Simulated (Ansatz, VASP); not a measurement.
## One calculation of SiC, two programs

```
CELL_PARAMETERS angstrom
3.07588 0.00000 0.00000
-1.53794 2.66379 0.00000
0.00000 0.00000 5.04841
ATOMIC_POSITIONS crystal
Si 0.33333 0.66667 0.00460
Si 0.66667 0.33333 0.50460
C 0.33333 0.66667 0.38040
C 0.66667 0.33333 0.88040
```

Alike in both runs: functional r2SCAN; k mesh 12 × 12 × 8; occupations gaussian, width 0.05 eV; no spin polarisation.

Ansatz relaxed the structure, and its values are those at the end. VASP's run is a single point on that final structure, the one shown.

|  | VASP | Ansatz |
| --- | --- | --- |
| version | VASP 6.6.1 | Ansatz 0.2.0 |
| potentials or method | VASP PAW PBE potentials, release 64 (Si, C) | scalar-relativistic, plane waves, PAW |
| plane-wave cutoff (eV) | 520 | 500 |
| valence electrons in the cell | 16 | 16 |

```csv
,VASP,Ansatz,Ansatz less VASP
gap on the k mesh at the Fermi level (eV),2.66,2.65,-0.007
least direct gap on the mesh (eV),4.48,4.47,-0.009
pressure (GPa),-0.3,-0.1,+0.18
```

With one functional, cell and mesh, what is left measures potentials, basis and numerics.

Caveats: the PAW data sets were made with another functional, which shifts forces and pressure a little (VASP). r2SCAN opens gaps a little over a GGA but as a rule still falls short of measured ones. A k mesh can miss the band edges.
